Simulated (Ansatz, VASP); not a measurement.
# One calculation of Ga, two programs

```
Ga
1.0
    -1.68806    1.68806    1.68806
     1.68806   -1.68806    1.68806
     1.68806    1.68806   -1.68806
Ga
1
Direct
  0.00000 0.00000 0.00000
```

Alike in both runs: task single point; functional PBE; k mesh 8 × 8 × 8; occupations gaussian, width 0.05 eV; no spin polarisation.

```csv
,VASP,Ansatz
version,VASP 6.6.1,Ansatz 0.2.0
potentials or method,"VASP PAW PBE potentials, release 64 (Ga_d)","scalar-relativistic, plane waves, PAW"
plane-wave cutoff (eV),520,420
valence electrons in the cell,13,13
```

Ansatz gave:

```
gap on the k mesh at the Fermi level (eV) : none
pressure (GPa)                            : 0.0
```

**Question.** What did VASP give for the same quantities?

**Answer.** gap on the k mesh at the Fermi level (eV): none; pressure (GPa): 0.1.

A gap of «none» marks a metal or a gap that the smearing closes.
